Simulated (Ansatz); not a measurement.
Input of an Ansatz 0.2.0 run:

Contents of run.py:

```python
import json

import ase.io
import numpy as np
import spglib

import ansatz as az

atoms = ase.io.read("CdSe.cif")
cell, frac, numbers = spglib.find_primitive((atoms.cell[:], atoms.get_scaled_positions(), atoms.numbers), symprec=1e-5)
atoms = ase.Atoms(numbers, cell=cell, scaled_positions=frac, pbc=True)

calculation = (
    az.Crystal.from_ase(atoms)
    .calculation()
    .kpoints(8, 8, 8)
    .functional("pbesol")
    .pseudopotentials(kind="nc", accuracy="stringent", xc_functional="pbesol")
    .occupations(method="fixed")
    .forces()
    .stress()
    .band_table(publish=True)
)
outcome = calculation.run(threads=2, events_out="events.jsonl")

report = outcome.report
for line in open("events.jsonl"):
    event = json.loads(line)
    if event["event"] == "scf_iter":
        d = event["data"]
        print(f"SCF {d['iter']:3d}  HF = {d['harris_foulkes_ev']:.6f} eV  dr2 = {d['dr2_ev']:.2e} eV")
    elif event["event"] in ("relax_step", "md_step"):
        d = event["data"]
        print(f"{event['event']} {d['step']:3d}  E = {d['lagrangian_ev']:.6f} eV")
np.set_printoptions(precision=5, suppress=True, linewidth=110)
print("converged:", report["converged"], "after", report["n_iterations"], "iterations")
print(f"free energy {report['free_energy_ev']:.6f} eV, Fermi level {report['fermi_energy_ev']:.4f} eV")
for key in ("band_edges_ev", "magnetization_mub", "site_moments_mub", "site_moments_nc_mub", "forces_ev_ang",
                "stress_gpa"):
    if report.get(key) is not None:
        print(key, np.array(report[key]), sep="\n")
```

CdSe.cif

```cif
data_CdSe
_cell_length_a 6.14054240
_cell_length_b 6.14054240
_cell_length_c 6.14054240
_cell_angle_alpha 90.00000000
_cell_angle_beta 90.00000000
_cell_angle_gamma 90.00000000
_space_group_name_H-M_alt 'F-43m'
_space_group_name_Hall 'F -4 2 3'
_space_group_IT_number 216
loop_
_space_group_symop_operation_xyz
'x,y,z'
'y,-x,-z'
'-x,-y,z'
'-y,x,-z'
'x,-y,-z'
'y,x,z'
'-x,y,-z'
'-y,-x,z'
'z,x,y'
'-z,y,-x'
'z,-x,-y'
'-z,-y,x'
'-z,x,-y'
'z,y,x'
'-z,-x,y'
'z,-y,-x'
'y,z,x'
'-x,-z,y'
'-y,z,-x'
'x,-z,-y'
'-y,-z,x'
'x,z,y'
'y,-z,-x'
'-x,z,-y'
'x,y+1/2,z+1/2'
'y,-x+1/2,-z+1/2'
'-x,-y+1/2,z+1/2'
'-y,x+1/2,-z+1/2'
'x,-y+1/2,-z+1/2'
'y,x+1/2,z+1/2'
'-x,y+1/2,-z+1/2'
'-y,-x+1/2,z+1/2'
'z,x+1/2,y+1/2'
'-z,y+1/2,-x+1/2'
'z,-x+1/2,-y+1/2'
'-z,-y+1/2,x+1/2'
'-z,x+1/2,-y+1/2'
'z,y+1/2,x+1/2'
'-z,-x+1/2,y+1/2'
'z,-y+1/2,-x+1/2'
'y,z+1/2,x+1/2'
'-x,-z+1/2,y+1/2'
'-y,z+1/2,-x+1/2'
'x,-z+1/2,-y+1/2'
'-y,-z+1/2,x+1/2'
'x,z+1/2,y+1/2'
'y,-z+1/2,-x+1/2'
'-x,z+1/2,-y+1/2'
'x+1/2,y,z+1/2'
'y+1/2,-x,-z+1/2'
'-x+1/2,-y,z+1/2'
'-y+1/2,x,-z+1/2'
'x+1/2,-y,-z+1/2'
'y+1/2,x,z+1/2'
'-x+1/2,y,-z+1/2'
'-y+1/2,-x,z+1/2'
'z+1/2,x,y+1/2'
'-z+1/2,y,-x+1/2'
'z+1/2,-x,-y+1/2'
'-z+1/2,-y,x+1/2'
'-z+1/2,x,-y+1/2'
'z+1/2,y,x+1/2'
'-z+1/2,-x,y+1/2'
'z+1/2,-y,-x+1/2'
'y+1/2,z,x+1/2'
'-x+1/2,-z,y+1/2'
'-y+1/2,z,-x+1/2'
'x+1/2,-z,-y+1/2'
'-y+1/2,-z,x+1/2'
'x+1/2,z,y+1/2'
'y+1/2,-z,-x+1/2'
'-x+1/2,z,-y+1/2'
'x+1/2,y+1/2,z'
'y+1/2,-x+1/2,-z'
'-x+1/2,-y+1/2,z'
'-y+1/2,x+1/2,-z'
'x+1/2,-y+1/2,-z'
'y+1/2,x+1/2,z'
'-x+1/2,y+1/2,-z'
'-y+1/2,-x+1/2,z'
'z+1/2,x+1/2,y'
'-z+1/2,y+1/2,-x'
'z+1/2,-x+1/2,-y'
'-z+1/2,-y+1/2,x'
'-z+1/2,x+1/2,-y'
'z+1/2,y+1/2,x'
'-z+1/2,-x+1/2,y'
'z+1/2,-y+1/2,-x'
'y+1/2,z+1/2,x'
'-x+1/2,-z+1/2,y'
'-y+1/2,z+1/2,-x'
'x+1/2,-z+1/2,-y'
'-y+1/2,-z+1/2,x'
'x+1/2,z+1/2,y'
'y+1/2,-z+1/2,-x'
'-x+1/2,z+1/2,-y'
loop_
_atom_site_label
_atom_site_type_symbol
_atom_site_symmetry_multiplicity
_atom_site_Wyckoff_symbol
_atom_site_fract_x
_atom_site_fract_y
_atom_site_fract_z
_atom_site_occupancy
Cd1 Cd 4 a 0.0000000000 0.0000000000 0.0000000000 1
Se1 Se 4 d 0.2500000000 0.2500000000 0.7500000000 1
```

Potentials or basis: PseudoDojo PBEsol stringent.

Command:

```sh
$ python run.py
```

**Question.** Predict the band gap on the k mesh.

**Answer.** 0.43 eV, direct.

**Question.** Predict the pressure.

**Answer.** -1.4 GPa.
